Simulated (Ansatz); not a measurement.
A crystal relaxed with r2SCAN in the plane-wave code Ansatz has space group Fm-3m (No. 225) and a = 5.439 Å.

```
atom  site       x       y       z
  Xx    4a  0.0000  0.0000  0.0000
   F    8c  0.2500  0.7500  0.7500
```

r2SCAN gives an indirect gap of 8.03 eV, from X to Γ; the least direct gap is 8.29 eV at Γ. With HSE06 the valence top lies at X and the conduction bottom at Γ, 9.45 eV higher; the smallest vertical gap, at Γ, is 9.72 eV. Meshes: r2SCAN 8×8×8, HSE06 6×6×6. r2SCAN's ε∞ is 2.2 in all directions.

Q: Which element is Xx?
A. Sr
B. Ca
C. Mg
D. Be

A: B. Xx is Ca: CaF2 (started from an entry of an open crystallographic database). Ca is surrounded by 8 F at 2.36 Å; F is surrounded by 4 Ca at 2.36 Å.

The values are computed, spin-unpolarised, and not measurements.

The meshes of the hybrids are coarse, so their gaps aren't converged to the digits shown.
